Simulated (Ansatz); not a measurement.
# Hg: pressure up to the limit of the methods

One table from this session's results is given with a row withheld; the runs are named, their logs left out.

Program: Ansatz 0.2.0. Level of theory: DFT, PBE, PAW with Ansatz's default frozen-core files, scalar-relativistic. These are calculated values, not measurements.

1 further run of the same task is left out (for a known fault of the program).

## The structure to begin with

The structure is cubic, space group Pm-3m (No. 221). Conventional cell: a = 3.172 Å, b = 3.172 Å, c = 3.172 Å, α = 90.00°, β = 90.00°, γ = 90.00°. Around Hg (site symmetry m-3m) lie 6 Hg at 3.17 Å.

Coordinates:

```cif
data_structure
_symmetry_space_group_name_H-M 'Pm-3m'
_symmetry_Int_Tables_number 221
_cell_length_a 3.1720
_cell_length_b 3.1720
_cell_length_c 3.1720
_cell_angle_alpha 90.000
_cell_angle_beta 90.000
_cell_angle_gamma 90.000
_cell_volume 31.91
loop_
_atom_site_label
_atom_site_type_symbol
_atom_site_symmetry_multiplicity
_atom_site_Wyckoff_symbol
_atom_site_fract_x
_atom_site_fract_y
_atom_site_fract_z
_atom_site_occupancy
Hg1 Hg 1 a 0.00000 0.00000 0.00000 1
```

The file gives the conventional cell by its symmetry; the runs use the cell typed in the input.

Whether this phase is the stable one at these pressures isn't tested.

Set-up of the first run:

input.yaml

```yaml
crystal:
  lattice:
    - [3.1719554587, 0.0, 0.0]
    - [0.0, 3.1719554587, 0.0]
    - [0.0, 0.0, 3.1719554587]
  atoms:
    - { symbol: Hg, position: [0.0, 0.0, 0.0] }
kpoints:
  mp_grid: { grid: [12, 12, 12] }
scf:
  occupations: { method: fermi_dirac, width: 0.08 }
hamiltonian:
  xc: pbe
  pseudopotentials: { kind: paw }
output:
  forces: true
  stress: true
relax:
  f_tol: 0.005
  max_steps: 40
  cell: {}
```

Started as:

```
> ansatz run input.yaml --threads 1 --pin off --max-ram 2048MiB --backend cpu --events-out ev --progress --plain --runs-dir out
```

Steps of the session up to this table: Cell relaxed at zero pressure, PAW; Volume scaled by 1, PAW; Volume scaled by 1, PAW (cutoff 800 eV); Volume scaled by 0.88, PAW; Volume scaled by 0.78, PAW; Volume scaled by 0.68, PAW; Volume scaled by 0.58, PAW; Volume scaled by 0.5, PAW; Volume scaled by 0.43, PAW; Volume scaled by 0.43, PAW (partial_waves polarizable).

One table of the session follows, with a row left open; its other results are not shown here.

| method | volume over the first | volume (Å³/atom) | pressure (GPa) |
| --- | --- | --- | --- |
| PAW | 1 | 29.809 | -0.04 |
| PAW | 0.88 | 26.232 | 3.34 |
| PAW | 0.78 | 23.251 | 10.86 |
| PAW | 0.68 | 20.270 | 27.60 |
| PAW | 0.58 | 17.289 | 66.10 |
| PAW | 0.5 | ? | ? |
| PAW | 0.43 | 12.818 | 256.17 |
| PAW (cutoff 800 eV) | 1 | 29.809 | -0.04 |
| PAW (partial_waves polarizable) | 0.43 | 12.818 | 256.17 |

Estimate the missing values for PAW, 0.5.

**Answer.** volume (Å³/atom): 14.904; pressure (GPa): 134.47. In the column «volume (Å³/atom)» it lies between PAW (partial_waves polarizable), 0.43 (12.818) and PAW, 0.58 (17.289).
